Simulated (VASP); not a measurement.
## HfO2: band structure with r2SCAN

The system is HfO2.

```
CELL_PARAMETERS angstrom
5.26575 0.00000 0.00000
0.00000 5.04684 0.00000
0.00000 0.00000 5.07683
ATOMIC_POSITIONS crystal
Hf 0.03303 0.26664 0.24013
Hf 0.46697 0.26664 0.74013
Hf 0.53303 0.73336 0.24013
Hf 0.96697 0.73336 0.74013
O 0.36560 0.06827 0.38257
O 0.13440 0.06827 0.88257
O 0.73049 0.46227 0.49030
O 0.76951 0.46227 0.99030
O 0.26951 0.53773 0.99030
O 0.23049 0.53773 0.49030
O 0.86560 0.93173 0.38257
O 0.63440 0.93173 0.88257
```

Measurements of this composition are mostly on another form, of space group No. 14.

- Program: VASP 6.6.1
- Task: band structure
- Functional: r2SCAN
- Potentials or basis: VASP PAW PBE potentials, release 64 (Hf_pv, O)
- Cutoff: 450 eV
- k mesh: 8 × 8 × 8
- Occupations: gaussian, width 0.02 eV
- Spin: no spin polarisation
- Further INCAR settings: ALGO = Normal; EDIFF = 1e-06

```yaml
Largest_force: 0.074 eV/Å
Band_gap_on_the_k_mesh: 4.87 eV, indirect (least direct gap 5.11 eV)
Band_gap_along_the_path: 4.95 eV, indirect (least direct gap 5.10 eV)
```

Forces in eV/Å, atoms in the order of the input:
```
Hf   0.014 -0.027 -0.046
Hf  -0.014 -0.027 -0.046
Hf   0.014  0.027 -0.046
Hf  -0.014  0.027 -0.046
O   -0.002 -0.029  0.003
O    0.002 -0.029  0.003
O   -0.040  0.046  0.043
O    0.040  0.046  0.043
O    0.040 -0.046  0.043
O   -0.040 -0.046  0.043
O   -0.002  0.029  0.003
O    0.002  0.029  0.003
```

Levels at the corners of the path, in eV from the valence-band top:
```tsv
point	band 41	band 42	band 43	band 44	band 45	band 46	band 47	band 48
Γ	-0.73	-0.23	-0.10	0.00	5.37	5.61	5.75	6.12
X	-0.82	-0.44	-0.18	-0.14	4.99	5.34	5.43	6.01
X	-0.82	-0.44	-0.18	-0.14	4.99	5.34	5.43	6.01
S	-0.99	-0.99	-0.36	-0.36	4.99	4.99	5.35	5.35
S	-0.99	-0.99	-0.36	-0.36	4.99	4.99	5.35	5.35
Y	-0.38	-0.38	-0.27	-0.27	5.08	5.08	5.73	5.73
Y	-0.38	-0.38	-0.27	-0.27	5.08	5.08	5.73	5.73
Γ	-0.73	-0.23	-0.10	0.00	5.37	5.61	5.75	6.12
Γ	-0.73	-0.23	-0.10	0.00	5.37	5.61	5.75	6.12
Z	-0.71	-0.71	-0.41	-0.41	5.63	5.63	6.04	6.04
Z	-0.71	-0.71	-0.41	-0.41	5.63	5.63	6.04	6.04
U	-0.69	-0.69	-0.49	-0.49	5.14	5.14	5.56	5.56
U	-0.69	-0.69	-0.49	-0.49	5.14	5.14	5.56	5.56
R	-0.86	-0.86	-0.86	-0.86	5.11	5.11	5.11	5.11
R	-0.86	-0.86	-0.86	-0.86	5.11	5.11	5.11	5.11
T	-0.71	-0.71	-0.71	-0.71	5.60	5.60	5.60	5.60
T	-0.71	-0.71	-0.71	-0.71	5.60	5.60	5.60	5.60
Z	-0.71	-0.71	-0.41	-0.41	5.63	5.63	6.04	6.04
Y	-0.38	-0.38	-0.27	-0.27	5.08	5.08	5.73	5.73
T	-0.71	-0.71	-0.71	-0.71	5.60	5.60	5.60	5.60
U	-0.69	-0.69	-0.49	-0.49	5.14	5.14	5.56	5.56
X	-0.82	-0.44	-0.18	-0.14	4.99	5.34	5.43	6.01
S	-0.99	-0.99	-0.36	-0.36	4.99	4.99	5.35	5.35
R	-0.86	-0.86	-0.86	-0.86	5.11	5.11	5.11	5.11
```

Wall time 10 min on 8 MPI ranks on Intel(R) Xeon(R) Platinum 8559C (Emerald Rapids), on a shared host, peak memory 0.89 GiB a rank.

Caveat: the PAW data sets were made with another functional, which shifts forces and pressure a little; spin-orbit coupling is left out, which moves the levels of the heavy elements. r2SCAN opens gaps a little over a GGA but as a rule still falls short of measured ones.
